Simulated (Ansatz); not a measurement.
# AlNi3 in Ansatz: the effect of functional

AlNi3:

```
Ni Al
1.0
     3.54639    0.00000    0.00000
     0.00000    3.54639    0.00000
     0.00000    0.00000    3.54639
Ni Al
3 1
Cartesian
  1.7732 1.7732 0.0000
  1.7732 0.0000 1.7732
  0.0000 1.7732 1.7732
  0.0000 0.0000 0.0000
```

The cell is a database's computed one.

The cell isn't the ideal one: volume scaled by 1.02.

Alike in all runs:

- Program: Ansatz 0.2.0
- Task: single point
- Potentials or basis: Ansatz PAW
- k mesh: 8 × 8 × 8
- Occupations: fermi-dirac, width 0.05 eV
- Spin: collinear spin, ferromagnetic start
- Starting moments: [1.0, 1.0, 1.0, 0.0] μB

Task: One run gave: pressure -3.4 GPa; moment 0.88 μB. Which functional did it use?
A. PBEsol
B. r2SCAN
C. LDA

Result: B.

| functional | cutoff | pressure (GPa) | moment (μB) |
| --- | --- | --- | --- |
| LDA | 420 eV (not typed: the program's choice for these potentials) | -10.9 | 0.52 |
| PBEsol | 420 eV (not typed: the program's choice for these potentials) | -4.4 | 0.68 |
| r2SCAN | 500 eV (not typed: the program's choice for these potentials) | -3.4 | 0.88 |

Caveats: the PAW data sets come from PBE, with cores solved anew for the run's functional, which leaves a small shift of forces and pressure; the magnetic or orbital state may not be the lowest (some runs).
